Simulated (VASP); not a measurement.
Here is a VASP 6.6.1 calculation.

POSCAR

```
Zn
1.0
    3.7711300000      0.0000000000      0.0000000000
    0.0000000000      3.7711300000      0.0000000000
    0.0000000000      0.0000000000      3.7711300000
Zn
3
Direct
    0.0000000000      0.5000000000      0.5000000000
    0.5000000000      0.0000000000      0.5000000000
    0.5000000000      0.5000000000      0.0000000000
```

The input INCAR.step1:

```
SYSTEM = Zn
PREC = Accurate
ENCUT = 520
EDIFF = 1E-6
ISMEAR = -1
SIGMA = 0.05
LREAL = .FALSE.
LASPH = .TRUE.
NELM = 80
ALGO = Fast
ISIF = 2
LWAVE = .FALSE.
LCHARG = .TRUE.
GGA = PS
```

The input KPOINTS.step1:

```
regular mesh
0
G
  7 7 7
  0 0 0
```

INCAR.step2

```
SYSTEM = Zn
PREC = Accurate
ENCUT = 520
EDIFF = 1E-6
ISMEAR = 0
SIGMA = 0.05
LREAL = .FALSE.
LASPH = .TRUE.
NELM = 80
ALGO = Fast
ISIF = 2
LWAVE = .FALSE.
LCHARG = .FALSE.
GGA = PS
ICHARG = 11
```

File KPOINTS.step2:

```
path GXMGRX,MR
10
line-mode
reciprocal
 0.0000000000  0.0000000000  0.0000000000  G
 0.0000000000  0.5000000000  0.0000000000  X

 0.0000000000  0.5000000000  0.0000000000  X
 0.5000000000  0.5000000000  0.0000000000  M

 0.5000000000  0.5000000000  0.0000000000  M
 0.0000000000  0.0000000000  0.0000000000  G

 0.0000000000  0.0000000000  0.0000000000  G
 0.5000000000  0.5000000000  0.5000000000  R

 0.5000000000  0.5000000000  0.5000000000  R
 0.0000000000  0.5000000000  0.0000000000  X

 0.5000000000  0.5000000000  0.0000000000  M
 0.5000000000  0.5000000000  0.5000000000  R
```

Potentials or basis: VASP PAW PBE potentials, release 64 (Zn).

The run is started by

```bash
$ cat potpaw_PBE.64/Zn/POTCAR > POTCAR
$ cp INCAR.step1 INCAR
$ cp KPOINTS.step1 KPOINTS
$ mpirun -np 1 vasp_std > vasp.out
$ cp INCAR.step2 INCAR
$ cp KPOINTS.step2 KPOINTS
$ mpirun -np 1 vasp_std > vasp.out
```

**Question.** What does it give for the band gap along the path?

**Answer.** None (metal or under the smearing width).

Levels at the corners of the path, in eV from the Fermi level:
| point | band 15 | band 16 | band 17 | band 18 | band 19 | band 20 | band 21 | band 22 |
| --- | --- | --- | --- | --- | --- | --- | --- | --- |
| Γ | -6.53 | -6.53 | 0.82 | 0.82 | 0.82 | 3.16 | 3.16 | 5.80 |
| X | -6.53 | -6.35 | -5.62 | 3.13 | 3.13 | 4.93 | 5.56 | 5.56 |
| X | -6.53 | -6.35 | -5.62 | 3.13 | 3.13 | 4.93 | 5.56 | 5.57 |
| M | -6.88 | -4.74 | -3.14 | -3.14 | -1.52 | 6.18 | 6.65 | 6.65 |
| M | -6.88 | -4.74 | -3.14 | -3.14 | -1.52 | 6.18 | 6.65 | 6.65 |
| Γ | -6.53 | -6.53 | 0.82 | 0.82 | 0.82 | 3.16 | 3.16 | 5.80 |
| Γ | -6.53 | -6.53 | 0.82 | 0.82 | 0.82 | 3.16 | 3.16 | 5.80 |
| R | -6.61 | -2.91 | -0.56 | -0.56 | -0.56 | -0.55 | -0.55 | -0.55 |
| R | -6.61 | -2.91 | -0.56 | -0.56 | -0.56 | -0.55 | -0.55 | -0.55 |
| X | -6.53 | -6.35 | -5.62 | 3.13 | 3.13 | 4.93 | 5.56 | 5.56 |
| M | -6.88 | -4.74 | -3.14 | -3.14 | -1.52 | 6.18 | 6.65 | 6.65 |
| R | -6.61 | -2.91 | -0.56 | -0.56 | -0.56 | -0.55 | -0.55 | -0.55 |

Caveat: the log is that of the step along the path at fixed density, whose energy, stress, charges and moments have no meaning.
